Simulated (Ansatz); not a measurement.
# BaS: what a change of element does

All numbers are results of PBE, scalar-relativistic (spin polarisation where moments were expected) in the plane-wave PAW code Ansatz at 420 eV, Gaussian smearing of 0.05 eV, not measurements.

BaS was relaxed to zero pressure in the antiNiAs structure, built from a prototype.

The structure is hexagonal, space group P6_3/mmc (No. 194). Conventional cell: a = 4.412 Å, b = 4.412 Å, c = 7.754 Å, α = 90.00°, β = 90.00°, γ = 120.00°. Ba (site symmetry -6m2) is surrounded by 6 S at 3.20 Å. Around S (site symmetry -3m) lie 6 Ba at 3.20 Å. Neighbours are those within 15 % of a site's shortest distance, so a longer bond may be listed from one end only.

Results for BaS: a (Å) 4.412, c (Å) 7.754, V (Å³/atom) 32.69, shortest unlike bond (Å) 3.20, gap (eV) 1.98, B0 (GPa) 40, E_f (eV/atom) -2.07.

All S is replaced by Te and the cell relaxed again in the same space group. What comes out?

BaTe: a (Å) 4.849, c (Å) 8.601, V (Å³/atom) 43.79, shortest unlike bond (Å) 3.53, gap (eV) 1.36, B0 (GPa) 27, E_f (eV/atom) -1.75.

The volume changes by +34.0 %, or +10.2 % in mean length, and the shortest unlike bond by 0.33 Å. The bulk modulus goes from 40.0 to 27.4 GPa. The formation energy moves by 0.32 eV/atom, so BaS is the more strongly bound against its own elements. For S, Te the 2 valence electrons of Ba just fill the anion's shell; these members are gapped.

Whether BaS and BaTe form in this structure isn't claimed. The heavy elements are treated without spin–orbit coupling. The gaps are differences of one-electron levels. E_f is the formation energy from the elements run alike, at 0 K, without zero-point energy or dispersion between the molecules, chains or layers of the solid elements; it is good to about 0.01 eV/atom as a calculation.

All runs used the PAW datasets of the set soft_2.
